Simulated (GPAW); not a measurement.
# WC (Fm-3m) in GPAW: a series of runs

The runs below take WC through single point, with PBE, LDA+U.

Program: GPAW 26.7.0. These are calculated values, not measurements. Logs are shortened: lines on timing, memory, paths and dates and some standing lists are left out, and cuts for length are marked. The log counts tension as positive stress, the text compression.

## (1) The structure

The structure is cubic, space group Fm-3m (No. 225). The conventional cell has a = 4.385 Å, b = 4.385 Å, c = 4.385 Å, α = 90.00°, β = 90.00°, γ = 90.00°. W (site symmetry m-3m) has 6 C at 2.19 Å as nearest neighbours. C (site symmetry m-3m) has 6 W at 2.19 Å as nearest neighbours.

Measurements of this composition are mostly on another form, of space group No. 187.

## (2) Single point, PBE

Contents of run.py:

```python
from ase.dft.bandgap import bandgap
from ase.io import read, write
from ase.units import GPa
from gpaw import GPAW, PW

atoms = read('POSCAR')

calc = GPAW(mode=PW(650),
            xc='PBE',
            kpts={'size': (8, 8, 8), 'gamma': True},
            occupations={'name': 'fermi-dirac', 'width': 0.05},
            nbands=19,
            maxiter=120,
            txt='gpaw.txt')
atoms.calc = calc
energy = atoms.get_potential_energy()
forces = atoms.get_forces()
stress = atoms.get_stress()
calc.write('gs.gpw')
write('result.traj', atoms)
print(f'Energy: {energy:.6f} eV')
print('Forces (eV/A):')
print(forces.round(4))
print('Stress (GPa):', (stress / GPa).round(3))
print('Fermi level:', round(calc.get_fermi_level(), 4), 'eV')
print(f'Gap: {bandgap(calc)[0]:.4f} eV, direct: {bandgap(calc, direct=True)[0]:.4f} eV')
```

Contents of POSCAR:

```
WC
1.0
    0.0000000000      2.1926840000      2.1926840000
    2.1926840000      0.0000000000      2.1926840000
    2.1926840000      2.1926840000      0.0000000000
W C
1 1
Direct
    0.0000000000      0.0000000000      0.0000000000
    0.5000000000      0.5000000000      0.5000000000
```

Potentials or basis: GPAW PAW data sets (gpaw-data 1.2.1), pw.

Launch:

```bash
> OMP_NUM_THREADS=1 python run.py
```

gpaw.txt:

```text
__  _  _
 | _ |_)|_||  |
 |__||  | ||/\| - 26.7.0

Input parameters:
  mode=PW(ecut=650.0),
  kpts=MonkhorstPack(size=(8, 8, 8), gamma=True),
  maxiter=120,
  nbands=19,
  occupations=Occupations(name='fermi-dirac', width=0.05),
  xc=XC(name='PBE')

Diagonalizing LCAO Hamiltonian
Converting LCAO to pw mode

              C

       W

Atoms  # Å, Bohr magnetons
|   | symbol |        x |        y |        z |    initial magnetic moments |
|---|--------|----------|----------|----------|-----------------------------|
| 0 |      W | 0.000000 | 0.000000 | 0.000000 | ( 0.0000,  0.0000,  0.0000) |
| 1 |      C | 2.192684 | 2.192684 | 2.192684 | ( 0.0000,  0.0000,  0.0000) |

Unit cell  # Å
| periodic |        x |        y |        z |  lengths |    angles |
|----------|----------|----------|----------|----------|-----------|
|      yes | 0.000000 | 2.192684 | 2.192684 | 3.100923 | 60.000000 |
|      yes | 2.192684 | 0.000000 | 2.192684 | 3.100923 | 60.000000 |
|      yes | 2.192684 | 2.192684 | 0.000000 | 3.100923 | 60.000000 |

Number of symmetries: 48
Symmetry operations  # r_c * U_cc + t_c -> r_c
|    | kind |            matrix            |
|----|------|------------------------------|
|  0 |  σ   |  1, 0, 0,  1, 0,-1,  1,-1, 0 |
|  1 |  C2  |  1, 0, 0,  1,-1, 0,  1, 0,-1 |
|  2 |  E   |  1, 0, 0,  0, 1, 0,  0, 0, 1 |
|  3 |  σ   |  1, 0, 0,  0, 0, 1,  0, 1, 0 |
|  4 |  C4  |  1, 0,-1,  1, 0, 0,  1,-1, 0 |
|  5 |  S6  |  1, 0,-1,  1,-1, 0,  1, 0, 0 |
|  6 |  σ   |  1, 0,-1,  0, 1,-1,  0, 0,-1 |
|  7 |  C3  |  1, 0,-1,  0, 0,-1,  0, 1,-1 |
|  8 |  S6  |  1,-1, 0,  1, 0, 0,  1, 0,-1 |
|  9 |  C4  |  1,-1, 0,  1, 0,-1,  1, 0, 0 |
| 10 |  C3  |  1,-1, 0,  0,-1, 1,  0,-1, 0 |
| 11 |  σ   |  1,-1, 0,  0,-1, 0,  0,-1, 1 |
| 12 |  σ   |  0, 1, 0,  1, 0, 0,  0, 0, 1 |
| 13 |  C4  |  0, 1, 0,  0, 1,-1, -1, 1, 0 |
| 14 |  C3  |  0, 1, 0,  0, 0, 1,  1, 0, 0 |
| 15 |  S6  |  0, 1, 0, -1, 1, 0,  0, 1,-1 |
| 16 |  C2  |  0, 1,-1,  1, 0,-1,  0, 0,-1 |
| 17 |  σ   |  0, 1,-1,  0, 1, 0, -1, 1, 0 |
| 18 |  S4  |  0, 1,-1,  0, 0,-1,  1, 0,-1 |
| 19 |  C4  |  0, 1,-1, -1, 1, 0,  0, 1, 0 |
| 20 |  C3  |  0, 0, 1,  1, 0, 0,  0, 1, 0 |
| 21 |  σ   |  0, 0, 1,  0, 1, 0,  1, 0, 0 |
| 22 |  S6  |  0, 0, 1,  0,-1, 1, -1, 0, 1 |
| 23 |  C4  |  0, 0, 1, -1, 0, 1,  0,-1, 1 |
| 24 |  S4  |  0, 0,-1,  1, 0,-1,  0, 1,-1 |
| 25 |  C3  |  0, 0,-1,  0, 1,-1,  1, 0,-1 |
| 26 |  C2  |  0, 0,-1,  0,-1, 0, -1, 0, 0 |
| 27 |  S6  |  0, 0,-1, -1, 0, 0,  0,-1, 0 |
| 28 |  S4  |  0,-1, 1,  1,-1, 0,  0,-1, 0 |
| 29 |  C4  |  0,-1, 1,  0, 0, 1, -1, 0, 1 |
| 30 |  C2  |  0,-1, 1,  0,-1, 0,  1,-1, 0 |
| 31 |  σ   |  0,-1, 1, -1, 0, 1,  0, 0, 1 |
| 32 |  C3  |  0,-1, 0,  1,-1, 0,  0,-1, 1 |
| 33 |  S6  |  0,-1, 0,  0, 0,-1, -1, 0, 0 |
| 34 |  S4  |  0,-1, 0,  0,-1, 1,  1,-1, 0 |
| 35 |  C2  |  0,-1, 0, -1, 0, 0,  0, 0,-1 |
| 36 |  C2  | -1, 1, 0,  0, 1, 0,  0, 1,-1 |
| 37 |  S6  | -1, 1, 0,  0, 1,-1,  0, 1, 0 |
| 38 |  S4  | -1, 1, 0, -1, 0, 1, -1, 0, 0 |
| 39 |  C3  | -1, 1, 0, -1, 0, 0, -1, 0, 1 |
| 40 |  S6  | -1, 0, 1,  0, 0, 1,  0,-1, 1 |
| 41 |  C2  | -1, 0, 1,  0,-1, 1,  0, 0, 1 |
| 42 |  C3  | -1, 0, 1, -1, 1, 0, -1, 0, 0 |
| 43 |  S4  | -1, 0, 1, -1, 0, 0, -1, 1, 0 |
| 44 |  C2  | -1, 0, 0,  0, 0,-1,  0,-1, 0 |
| 45 |  i   | -1, 0, 0,  0,-1, 0,  0, 0,-1 |
| 46 |  σ   | -1, 0, 0, -1, 1, 0, -1, 0, 1 |
| 47 |  C2  | -1, 0, 0, -1, 0, 1, -1, 1, 0 |

BZ-sampling:
  Number of BZ points: 512
  Number of IBZ points: 29

  Monkhorst-Pack size: [8, 8, 8]
  Monkhorst-Pack shift: [0.0625, 0.0625, 0.0625]

K-points  # in reciprocal-cell coordinates
|     |                                coordinates |     weight |
|-----|--------------------------------------------|------------|
|   0 | (  0.00000000,   0.00000000,   0.00000000) | 0.00195312 |
|   1 | (  0.12500000,   0.12500000,   0.00000000) | 0.01171875 |
|   2 | (  0.12500000,   0.12500000,   0.12500000) | 0.01562500 |
|   3 | (  0.25000000,   0.12500000,   0.12500000) | 0.02343750 |
|   4 | (  0.25000000,   0.25000000,   0.00000000) | 0.01171875 |
|   5 | (  0.25000000,   0.25000000,   0.12500000) | 0.04687500 |
|   6 | (  0.25000000,   0.25000000,   0.25000000) | 0.01562500 |
|   7 | (  0.37500000,   0.25000000,  -0.37500000) | 0.04687500 |
|   8 | (  0.37500000,   0.25000000,   0.12500000) | 0.04687500 |
|   9 | (  0.37500000,   0.25000000,   0.25000000) | 0.04687500 |
| ... |                                            |            |
|  28 | (  0.50000000,   0.50000000,   0.50000000) | 0.00781250 |

Plane wave coefficients: 821
Cutoff: 650.0 eV

Spin-components: 1 (collinear spins)
Bands:           19
Projectors:      11
Spin-degeneracy: 2
Datatype:        complex128

Parallelization:
  kpt:    1
  domain: 1
  band:   1

Density:
  Valence electrons: 18.0
  Components: 1
  Grid points: [20 20 20]
  Charge: 0.0  # |e|

Potential:
  Grid points: [20 20 20]

species:
  W:
    name:    Tungsten
    Z:       74.0
    valence: 14
    core:    60
    charge:  0.0  # [|e|]
    compensation charges:
      type: gauss
      rc: 0.40  # [Å]
      lmax: 2
    cutoffs:
      filter: 2.36  # [Å]
      core: 3.02  # [Å]
    projectors
    | kind |    occ | energy [eV] | rcut [Å] |
    |------|--------|-------------|----------|
    |   5s |  2.000 |     -78.830 |    1.344 |
    |   6s |  2.000 |      -5.697 |    1.344 |
    |   5p |  6.000 |     -43.233 |    1.355 |
    |   6p |  0.000 |      -1.367 |    1.355 |
    |   5d |  4.000 |      -4.494 |    1.228 |
    |    d |        |      22.717 |    1.228 |

    Using partial waves for W as LCAO basis

  C:
    name:    Carbon
    Z:       6.0
    valence: 4
    core:    2
    charge:  0.0  # [|e|]
    compensation charges:
      type: gauss
      rc: 0.20  # [Å]
      lmax: 2
    cutoffs:
      filter: 1.14  # [Å]
      core: 1.14  # [Å]
    projectors
    | kind |    occ | energy [eV] | rcut [Å] |
    |------|--------|-------------|----------|
    |   2s |  2.000 |     -13.751 |    0.635 |
    |   2p |  2.000 |      -5.284 |    0.635 |
    |    s |        |      13.461 |    0.635 |
    |    p |        |      21.927 |    0.635 |
    |    d |        |       0.000 |    0.635 |

    Using partial waves for C as LCAO basis

Reference energy: -439799.299771  # eV

eigensolver:
  PPCG
  Converge bands: occupied
  niter=2

density mixing:
  MSR1-Mixer
  Pratt-step length: 0.05
  Maximum mixing coefficient: 0.75
  Old densities: 10
  SVD Regularization: 0.005
  Good broyden scale: 1.0
  Trust region scale: 1.0
  Backstep threshold: 4.0
  History deletion threshold: 6.0
  Fourier metric: weight=20.0, sigma=0.015

occupation numbers:
  Fermi-Dirac:
    width: 0.0500  # eV

poisson solver:
  ecut: 5200.0  # eV

xc functional:
  name: PBE with 2 nearest neighbor stencil

convergence criteria:
- Maximum [total energy] change in last 3 cyles: 0.0005 eV / valence electron
- Maximum integral of absolute [dens]ity change: 0.0001 electrons / valence electron
- Maximum integral of absolute [eigenst]ate change: 4e-08 eV^2 / valence electron
maximum number of iterations: 120

SCF iterations
|iter     | |      energy | eigst |  dens |
|---------|-|-------------|-------|-------|
|iter:   1| |  -22.062312 | +0.07 |       |
|iter:   2| |  -21.479440 | -2.60 | -0.89 |
|iter:   3| |  -20.189514 | -1.60 | -0.96 |
|iter:   4| |  -20.198997 | -3.65 | -1.74 |
|iter:   5| |  -20.207384 | -3.87 | -1.95 |
|iter:   6| |  -20.207336c| -5.88 | -3.09 |
|iter:   7| |  -20.207337c| -7.38 | -3.87 |
|iter:   8| |  -20.207337c| -7.96c| -4.26c|

Converged in 8 steps
Energy contributions relative to reference atoms: (reference = -439799.299771)

Energy contributions:
  Kinetic:          11.657414
  Coulomb:         -12.879296
  Zero:              0.042337
  External:          0.000000
  Xc:              -19.021028
  Entropy:          -0.013529
  Spinorbit:         0.000000
  ----------------------------
  Free energy:     -20.214101
  Extrapolated:    -20.207337

dipole moment: (-16.314808, -16.314808, -16.314808)  # |e|*Ang

Fermi level: 15.537
Eigenvalues  # (at kpt = [0.000, 0.000, 0.000])
| band index |      eig [eV] | occ [0-2] |
|------------|---------------|-----------|
|          0 |       -59.812 |     2.000 |
|        ... |               |           |
|          5 |        12.671 |     2.000 |
|          6 |        12.671 |     2.000 |
|          7 |        12.671 |     2.000 |
|          8 |        14.356 |     2.000 |
|          9 |        14.356 |     2.000 |
|         10 |        14.356 |     2.000 |
|         11 |        14.467 |     2.000 |
|         12 |        14.467 |     2.000 |
|         13 |        21.881 |     0.000 |
|         14 |        25.196 |     0.000 |
|         15 |        38.496 |     0.000 |
|         16 |        38.496 |     0.000 |
|         17 |        38.496 |     0.000 |
|         18 |        41.344 |     0.000 |

No gap
No difference between direct/indirect transitions

Forces  # eV/Ang
|        x |       y |        z |
|----------|---------|----------|
|  0.00000 | 0.00000 | -0.00000 |  # W    0
| -0.00000 | 0.00000 |  0.00000 |  # C    1

Stress tensor  # eV/Ang^3
|         x |         y |         z |
|-----------|-----------|-----------|
|  0.007453 | -0.000000 | -0.000000 |
| -0.000000 |  0.007453 |  0.000000 |
| -0.000000 |  0.000000 |  0.007453 |

# Writing to gs.gpw (mode='')
```

Wall time 5.7 s (1 thread of Intel Xeon 6975P-C (Granite Rapids), shared host); peak memory 0.15 GiB.

What came out:

```
Free energy            : -20.2141 eV
Pressure               : -1.2 GPa
Band gap on the k mesh : none (metal or under the smearing width)
```

Levels at points of the mesh, in eV from the Fermi level:
```csv
k point,band 5,band 6,band 7,band 8,band 9,band 10,band 11,band 12,band 13,band 14
"(0.00, 0.00, 0.00)",-15.90,-2.87,-2.87,-2.87,-1.18,-1.18,-1.18,-1.07,-1.07,6.34
"(0.50, 0.50, 0.00)",-13.68,-5.87,-5.72,-2.62,-2.62,0.74,2.14,2.14,5.35,7.16
"(0.50, 0.50, 0.50)",-11.34,-9.88,-6.68,-6.68,0.92,0.92,2.21,4.82,8.64,8.64
```

Caveat: the cutoff is short for stress and forces, so pressures can be off by a GPa or more.

## (3) Single point, LDA+U

Edit run.py of step 2 so:

```diff
@@ -7,6 +7,7 @@
 
-calc = GPAW(mode=PW(650),
-            xc='PBE',
+calc = GPAW(mode=PW(550),
+            xc='LDA',
             kpts={'size': (8, 8, 8), 'gamma': True},
             occupations={'name': 'fermi-dirac', 'width': 0.05},
+            setups={'W': ':d,5.3'},
             nbands=19,
```

POSCAR is that of step 2.

Potentials or basis: the program's PAW data sets (release 1.2.1) made for this functional, pw.

Launch:

```bash
> OMP_NUM_THREADS=1 python run.py
```

gpaw.txt:

```text
__  _  _
 | _ |_)|_||  |
 |__||  | ||/\| - 26.7.0

Input parameters:
  mode=PW(ecut=550.0),
  kpts=MonkhorstPack(size=(8, 8, 8), gamma=True),
  maxiter=120,
  nbands=19,
  occupations=Occupations(name='fermi-dirac', width=0.05),
  setups={'W': ':d,5.3'},
  xc=XC(name='LDA')

Diagonalizing LCAO Hamiltonian
Converting LCAO to pw mode

              C

       W

Atoms  # Å, Bohr magnetons
|   | symbol |        x |        y |        z |    initial magnetic moments |
|---|--------|----------|----------|----------|-----------------------------|
| 0 |      W | 0.000000 | 0.000000 | 0.000000 | ( 0.0000,  0.0000,  0.0000) |
| 1 |      C | 2.192684 | 2.192684 | 2.192684 | ( 0.0000,  0.0000,  0.0000) |

Unit cell  # Å
| periodic |        x |        y |        z |  lengths |    angles |
|----------|----------|----------|----------|----------|-----------|
|      yes | 0.000000 | 2.192684 | 2.192684 | 3.100923 | 60.000000 |
|      yes | 2.192684 | 0.000000 | 2.192684 | 3.100923 | 60.000000 |
|      yes | 2.192684 | 2.192684 | 0.000000 | 3.100923 | 60.000000 |

Number of symmetries: 48
Symmetry operations  # r_c * U_cc + t_c -> r_c
|    | kind |            matrix            |
|----|------|------------------------------|
|  0 |  σ   |  1, 0, 0,  1, 0,-1,  1,-1, 0 |
|  1 |  C2  |  1, 0, 0,  1,-1, 0,  1, 0,-1 |
|  2 |  E   |  1, 0, 0,  0, 1, 0,  0, 0, 1 |
|  3 |  σ   |  1, 0, 0,  0, 0, 1,  0, 1, 0 |
|  4 |  C4  |  1, 0,-1,  1, 0, 0,  1,-1, 0 |
|  5 |  S6  |  1, 0,-1,  1,-1, 0,  1, 0, 0 |
|  6 |  σ   |  1, 0,-1,  0, 1,-1,  0, 0,-1 |
|  7 |  C3  |  1, 0,-1,  0, 0,-1,  0, 1,-1 |
|  8 |  S6  |  1,-1, 0,  1, 0, 0,  1, 0,-1 |
[... 174 lines left out ...]
SCF iterations
|iter     | |      energy | eigst |  dens |
|---------|-|-------------|-------|-------|
|iter:   1| |  -18.386188 | +0.11 |       |
|iter:   2| |  -17.686225 | -2.57 | -0.85 |
|iter:   3| |  -16.021165 | -1.53 | -0.92 |
|iter:   4| |  -16.034083 | -3.44 | -1.73 |
|iter:   5| |  -16.049113 | -3.68 | -1.97 |
|iter:   6| |  -16.049110 | -5.40 | -2.72 |
|iter:   7| |  -16.049143c| -7.01 | -3.60 |
|iter:   8| |  -16.049150c| -6.98 | -3.84 |
|iter:   9| |  -16.049150c| -7.60c| -4.66c|

Converged in 9 steps
Energy contributions relative to reference atoms: (reference = -439534.908752)

Energy contributions:
  Kinetic:           5.072960
  Coulomb:          -6.852911
  Zero:             -0.008359
  External:          0.000000
  Xc:              -14.254620
  Entropy:          -0.012438
  Spinorbit:         0.000000
  ----------------------------
  Free energy:     -16.055369
  Extrapolated:    -16.049150

dipole moment: (-16.386529, -16.386529, -16.386529)  # |e|*Ang

Fermi level: 15.468
Eigenvalues  # (at kpt = [0.000, 0.000, 0.000])
| band index |      eig [eV] | occ [0-2] |
|------------|---------------|-----------|
|          0 |       -60.405 |     2.000 |
|        ... |               |           |
|          5 |        12.620 |     2.000 |
|          6 |        12.620 |     2.000 |
|          7 |        12.620 |     2.000 |
|          8 |        14.188 |     2.000 |
|          9 |        14.188 |     2.000 |
|         10 |        14.188 |     2.000 |
|         11 |        14.460 |     2.000 |
|         12 |        14.460 |     2.000 |
|         13 |        21.772 |     0.000 |
|         14 |        24.932 |     0.000 |
|         15 |        38.501 |     0.000 |
|         16 |        38.501 |     0.000 |
|         17 |        38.501 |     0.000 |
|         18 |        40.857 |     0.000 |

No gap
No difference between direct/indirect transitions

Forces  # eV/Ang
|        x |        y |        z |
|----------|----------|----------|
| -0.00000 | -0.00000 |  0.00000 |  # W    0
| -0.00000 | -0.00000 | -0.00000 |  # C    1

Stress tensor  # eV/Ang^3
|         x |         y |        z |
|-----------|-----------|----------|
|  0.079172 | -0.000000 | 0.000000 |
| -0.000000 |  0.079172 | 0.000000 |
|  0.000000 |  0.000000 | 0.079172 |

# Writing to gs.gpw (mode='')
```

Run time: 7 s. Hardware: 1 thread of Intel Xeon 6975P-C (Granite Rapids), shared host; peak memory 0.14 GiB.

The run converged, but some of its settings lie outside the range that counts as converged, so its numbers aren't taken as properties of the crystal.

Results:

* Free energy: -16.0554 eV
* Pressure: -12.7 GPa
* Band gap on the k mesh: none (metal or under the smearing width)

Caveat: the cutoff is short for stress and forces, so pressures can be off by a GPa or more; U without spin polarisation on a metal has little footing; the U is typed as a test and isn't derived for this compound.
